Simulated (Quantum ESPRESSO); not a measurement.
## BP (F-43m): zone-centre phonons

Aim: the zone-centre modes of BP (F-43m).

Program: Quantum ESPRESSO 7.5. Level of theory: DFT LDA, scalar-relativistic, plane waves, PseudoDojo norm-conserving pseudopotentials. Results are calculated unless marked as measured.

**What experiment says.**

For BP, zinc blende (metal-flux-grown single crystal, 100 K), “Thermal expansion coefficients of high thermal conducting BAs and BP materials” (2019, arxiv:1906.04101) gives, by single-crystal XRD (Mo K-alpha): lattice constant a (cubic a at 100 K) 4.5383 ± 0.0008 Å.

For BP, zinc blende (synthetic BP; powder or crystal not specified, 300 K), “Boron phosphide under pressure: in situ study by Raman scattering and X-ray diffraction” (2015, arxiv:1505.05714) gives, by Raman scattering, 514.5 nm, backscattering: Raman mode (TO at Gamma (T2), ambient spectrum) 794 cm⁻¹ [very weak band; the pressure fit in the same paper quotes about 797 cm-1].

## (1) Set-up

Symmetry: F-43m, No. 216, cubic system. Conventional cell: a = 4.538 Å, b = 4.538 Å, c = 4.538 Å, α = 90.00°, β = 90.00°, γ = 90.00°. Nearest to B lie 4 P at 1.97 Å. P has 4 B at 1.97 Å nearest. Farther neighbours are not listed.

## (2) A probe with smearing

A cheap run with smearing and empty bands tells whether the crystal has a gap, which decides between fixed occupations and smearing later on.

probe.in reads:

```
 &control
    calculation='scf',
    prefix='x',
    outdir='./tmp',
    pseudo_dir='./pseudo',
    tprnfor=.true.,
    tstress=.true.,
    verbosity='high',
 /
 &system
    ibrav=0,
    nat=2,
    ntyp=2,
    ecutwfc=76.0,
    occupations='smearing',
    smearing='gaussian',
    degauss=0.01,
 /
 &electrons
    conv_thr=1.0d-07,
    mixing_beta=0.7,
    electron_maxstep=100,
 /
ATOMIC_SPECIES
 B      10.8100  B.upf
 P      30.9738  P.upf
CELL_PARAMETERS angstrom
     0.000000000    2.269000000    2.269000000
     2.269000000    0.000000000    2.269000000
     2.269000000    2.269000000    0.000000000
ATOMIC_POSITIONS crystal
 B      0.000000000   0.000000000   0.000000000
 P      0.250000000   0.250000000   0.250000000
K_POINTS automatic
 6 6 6 0 0 0
```

The run is started by

```console
$ OMP_NUM_THREADS=1 mpirun -n 4 pw.x -nk 4 -in probe.in > probe.out
```

What it wrote:

```text
[banners, grids, parts of the stress and lines that vanish by symmetry left out]
Program PWSCF v.7.5
     Message from routine setup:
     using ibrav=0 with symmetry is DISCOURAGED, use correct ibrav instead
[...]
kinetic-energy cutoff     =      76.0000  Ry
     charge density cutoff     =     304.0000  Ry
     scf convergence threshold =      1.0E-07
[...]
Exchange-correlation= SLA  PW   NOGX NOGC
                           (   1   4   0   0   0   0   0)
[...]
24 Sym. Ops. (no inversion) found
[...]
(     0          1          0      )
                  (     0          0          1      )
[...]
( -0.0000000  1.0000000  0.0000000 )
                  ( -0.0000000  0.0000000  1.0000000 )
[...]
(     1          0         -1      )
                  (     0          0         -1      )
[...]
(  0.0000000  1.0000000 -0.0000000 )
[...]
(     1         -1          0      )
                  (     0         -1          0      )
[...]
(  0.0000000 -0.0000000  1.0000000 )
                  (  0.0000000 -1.0000000  0.0000000 )
[...]
number of k points=    16  Gaussian smearing, width (Ry)=  0.0100
[...]
End of self-consistent calculation
[...]
the Fermi energy is     9.6465 ev
!    total energy              =     -19.88979683 Ry
[...]
convergence has been achieved in   6 iterations
[...]
atom    1 type  1   force =     0.00000000    0.00000000    0.00000000
     atom    2 type  2   force =     0.00000000    0.00000000    0.00000000
[...]
Total force =     0.000000     Total SCF correction =     0.000000
[...]
total   stress  (Ry/bohr**3)                   (kbar)     P=      -54.67
[...]
XML data file, charge density, pseudopotentials, collected wavefunctions

   JOB DONE.
```

It took 4 s on 4 MPI ranks of Intel Xeon at 2.50GHz (Skylake/Cascade Lake), shared host.

Read from the output:

```
volume per atom   : 11.68 Å³
pressure          : -5.467 GPa
gap on the k-mesh : 1.315 eV
```

A gap of 1.3 eV opens on this mesh, so the crystal is taken as an insulator; the start stands at -5.5 GPa.

## (3) Relaxing the cell and atoms

The relaxation runs at a cutoff a fifth above that of the response, since stress converges more slowly with the basis than frequencies do. Forces and stress are brought to rest with tight thresholds.

relax.in reads:

```
 &control
    calculation='vc-relax',
    prefix='x',
    outdir='./tmp',
    pseudo_dir='./pseudo',
    tprnfor=.true.,
    tstress=.true.,
    forc_conv_thr=2.0d-05,
    etot_conv_thr=1.0d-07,
    nstep=40,
 /
 &system
    ibrav=0,
    nat=2,
    ntyp=2,
    ecutwfc=91,
    occupations='fixed',
    nbnd=6,
 /
 &electrons
    conv_thr=1.0d-11,
    mixing_beta=0.7,
    electron_maxstep=100,
 /
 &ions
 /
 &cell
    press_conv_thr=0.2,
 /
ATOMIC_SPECIES
 B      10.8100  B.upf
 P      30.9738  P.upf
CELL_PARAMETERS angstrom
     0.000000000    2.269000000    2.269000000
     2.269000000    0.000000000    2.269000000
     2.269000000    2.269000000    0.000000000
ATOMIC_POSITIONS crystal
 B      0.000000000   0.000000000   0.000000000
 P      0.250000000   0.250000000   0.250000000
K_POINTS automatic
 8 8 8 0 0 0
```

The run is started by

```console
$ OMP_NUM_THREADS=1 mpirun -n 4 pw.x -nk 4 -in relax.in > relax.out
```

What it wrote:

```text
[banners, grids, parts of the stress and lines that vanish by symmetry left out]
[banner, memory and clock lines left out]
Program PWSCF v.7.5

[...]
kinetic-energy cutoff     =      91.0000  Ry
     charge density cutoff     =     364.0000  Ry
     scf convergence threshold =      1.0E-11
[...]
energy convergence thresh.=      1.0E-07
     force convergence thresh. =      2.0E-05
     press convergence thresh. =      2.0E-01
     Exchange-correlation= SLA  PW   NOGX NOGC
                           (   1   4   0   0   0   0   0)
[...]
24 Sym. Ops. (no inversion) found
[...]
number of k points=    29
[...]
End of self-consistent calculation
[...]
highest occupied, lowest unoccupied level (ev):     9.0229   10.2527
!    total energy              =     -19.89097727 Ry
[...]
convergence has been achieved in  10 iterations
[...]
atom    1 type  1   force =    -0.00000000   -0.00000000   -0.00000000
     atom    2 type  2   force =     0.00000000   -0.00000000   -0.00000000
     Total force =     0.000000     Total SCF correction =     0.000000
[...]
total   stress  (Ry/bohr**3)                   (kbar)     P=      -55.37
[...]
number of bfgs steps    =   0
[...]
CELL_PARAMETERS (angstrom)
[...]
ATOMIC_POSITIONS (crystal)
B               -0.0000000000       -0.0000000000       -0.0000000000
P                0.2500000000        0.2500000000        0.2500000000
[...]
New effective cutoffs (rho, wfc):  369.82   92.73
[...]
End of self-consistent calculation
[...]
highest occupied, lowest unoccupied level (ev):     9.4089   10.6106
!    total energy              =     -19.89196255 Ry
[...]
convergence has been achieved in   7 iterations
[...]
atom    1 type  1   force =    -0.00000000    0.00000000    0.00000000
     atom    2 type  2   force =    -0.00000000    0.00000000    0.00000000
     Total force =     0.000000     Total SCF correction =     0.000000
[...]
total   stress  (Ry/bohr**3)                   (kbar)     P=       -9.32
[...]
number of bfgs steps    =   1
[...]
CELL_PARAMETERS (angstrom)
[...]
ATOMIC_POSITIONS (crystal)
B                0.0000000000       -0.0000000000        0.0000000000
P                0.2500000000        0.2500000000        0.2500000000
[...]
New effective cutoffs (rho, wfc):  371.22   93.08
[...]
End of self-consistent calculation
[...]
highest occupied, lowest unoccupied level (ev):     9.4865   10.6826
!    total energy              =     -19.89198868 Ry
[...]
convergence has been achieved in   9 iterations
[...]
atom    1 type  1   force =     0.00000000   -0.00000000   -0.00000000
     atom    2 type  2   force =    -0.00000000    0.00000000    0.00000000
     Total force =     0.000000     Total SCF correction =     0.000000
[...]
total   stress  (Ry/bohr**3)                   (kbar)     P=        0.45
[...]
number of bfgs steps    =   2
[...]
CELL_PARAMETERS (angstrom)
[...]
ATOMIC_POSITIONS (crystal)
B               -0.0000000000       -0.0000000000        0.0000000000
P                0.2500000000        0.2500000000        0.2500000000
[...]
New effective cutoffs (rho, wfc):  371.15   93.06
[...]
End of self-consistent calculation
[...]
highest occupied, lowest unoccupied level (ev):     9.4830   10.6793
!    total energy              =     -19.89198874 Ry
[...]
convergence has been achieved in   6 iterations
[...]
atom    1 type  1   force =     0.00000000    0.00000000    0.00000000
     atom    2 type  2   force =     0.00000000   -0.00000000    0.00000000
     Total force =     0.000000     Total SCF correction =     0.000000
[...]
total   stress  (Ry/bohr**3)                   (kbar)     P=       -0.00
[...]
bfgs converged in   4 scf cycles and   3 bfgs steps
[...]
End of BFGS Geometry Optimization
     Final enthalpy           =     -19.8919887407 Ry
     File ./tmp/x.bfgs deleted, as requested
[...]
CELL_PARAMETERS (angstrom)
[...]
ATOMIC_POSITIONS (crystal)
B               -0.0000000000       -0.0000000000        0.0000000000
P                0.2500000000        0.2500000000        0.2500000000
[...]
Final scf calculation at the relaxed structure.
[...]
kinetic-energy cutoff     =      91.0000  Ry
     charge density cutoff     =     364.0000  Ry
     scf convergence threshold =      1.0E-13
[...]
press convergence thresh. =      2.0E-01
     Exchange-correlation= SLA  PW   NOGX NOGC
                           (   1   4   0   0   0   0   0)
[...]
24 Sym. Ops. (no inversion) found
[...]
number of k points=    29
[...]
c_bands:  1 eigenvalues not converged
     c_bands:  1 eigenvalues not converged
     c_bands:  1 eigenvalues not converged
     c_bands:  1 eigenvalues not converged
[...]
End of self-consistent calculation
[...]
highest occupied, lowest unoccupied level (ev):     9.4830   10.6793
!    total energy              =     -19.89198659 Ry
[...]
convergence has been achieved in  11 iterations
[...]
atom    1 type  1   force =    -0.00000000   -0.00000000   -0.00000000
     atom    2 type  2   force =     0.00000000   -0.00000000    0.00000000
     Total force =     0.000000     Total SCF correction =     0.000000
[...]
total   stress  (Ry/bohr**3)                   (kbar)     P=       -0.01
[...]
XML data file, charge density, pseudopotentials, collected wavefunctions
```

It took 41 s on 4 MPI ranks; 2.2 min of CPU time.

The steps of the relaxation:

```
step  energy less that of the first step (eV)  largest force (eV/Å)  pressure (GPa)  volume (Å³)
   1                                   0.0000                0.0000           -5.54        23.36
   2                                  -0.0134                0.0000           -0.93        22.71
   3                                  -0.0138                0.0000            0.04        22.58
   4                                  -0.0138                0.0000            0.00        22.59
   5                                  -0.0137                0.0000            0.00        22.59
```

```
conventional cell, symmetrised  before  after  change
                         a (Å)   4.538  4.487  -1.1 %
                         b (Å)   4.538  4.487  -1.1 %
                         c (Å)   4.538  4.487  -1.1 %
              volume (Å³/atom)   11.68  11.29  -3.3 %
```

The relaxed structure:

```xyz
2
Lattice="0.0000 2.2436 2.2436 2.2436 0.0000 2.2436 2.2436 2.2436 0.0000" Properties=species:S:1:pos:R:3 pbc="T T T"
B     0.0000    0.0000    0.0000
P     1.1218    1.1218    1.1218
```

The last row of the table of steps is pw.x's closing run on a basis chosen anew for the final cell, so its energy can jump.

Read from the output:

* volume per atom: 11.29 Å³
* pressure: -0.001 GPa
* gap on the k-mesh: 1.196 eV

The volume changes by -3.3 % from the cell with which this run began.

## (4) Self-consistent run for the response

Perturbation theory inherits every error of the wavefunctions, so the threshold is set near the limit of the arithmetic. With a gap, occupations are fixed, which also allows the response to an electric field.

scf.in reads:

```
 &control
    calculation='scf',
    prefix='x',
    outdir='./tmp',
    pseudo_dir='./pseudo',
    tprnfor=.true.,
    tstress=.true.,
 /
 &system
    ibrav=0,
    nat=2,
    ntyp=2,
    ecutwfc=76.0,
    occupations='fixed',
    nbnd=6,
 /
 &electrons
    conv_thr=1.0d-12,
    mixing_beta=0.7,
    electron_maxstep=100,
 /
ATOMIC_SPECIES
 B      10.8100  B.upf
 P      30.9738  P.upf
CELL_PARAMETERS angstrom
     0.000000000    2.243617472    2.243617472
     2.243617472    0.000000000    2.243617472
     2.243617472    2.243617472    0.000000000
ATOMIC_POSITIONS crystal
 B      0.000000000   0.000000000   0.000000000
 P      0.250000000   0.250000000   0.250000000
K_POINTS automatic
 8 8 8 0 0 0
```

The run is started by

```console
$ OMP_NUM_THREADS=1 mpirun -n 4 pw.x -nk 4 -in scf.in > scf.out
```

What it wrote:

```text
[banners, grids, parts of the stress and lines that vanish by symmetry left out]
[banner, memory and clock lines left out]
Program PWSCF v.7.5

[...]
kinetic-energy cutoff     =      76.0000  Ry
     charge density cutoff     =     304.0000  Ry
     scf convergence threshold =      1.0E-12
[...]
Exchange-correlation= SLA  PW   NOGX NOGC
                           (   1   4   0   0   0   0   0)
[...]
24 Sym. Ops. (no inversion) found
[...]
number of k points=    29
[...]
End of self-consistent calculation
[...]
highest occupied, lowest unoccupied level (ev):     9.4832   10.6794
!    total energy              =     -19.89193133 Ry
[...]
convergence has been achieved in  10 iterations
[...]
atom    1 type  1   force =     0.00000000    0.00000000    0.00000000
     atom    2 type  2   force =     0.00000000    0.00000000    0.00000000
     Total force =     0.000000     Total SCF correction =     0.000000
[...]
total   stress  (Ry/bohr**3)                   (kbar)     P=       -0.44
[...]
XML data file, charge density, pseudopotentials, collected wavefunctions
```

Run time: 12 s. Hardware: 4 MPI ranks; 31 s of CPU time.

This step gave:

* pressure: -0.04400 GPa

The cell stands at -0.044 GPa, close enough for phonons.

[end of part 1 of 2]

[Host names and launcher messages were left out of these logs when they were recorded.]

[Logs are printed without paths, hosts, clocks, repeated set-up lines and the standing remarks that a program may print on its own settings, such as how far it seeks lower states.]

[Hosts, paths, dates, database ids (printed as entryN), source tags and the programs' standing remarks are cut or masked in the printed files.]
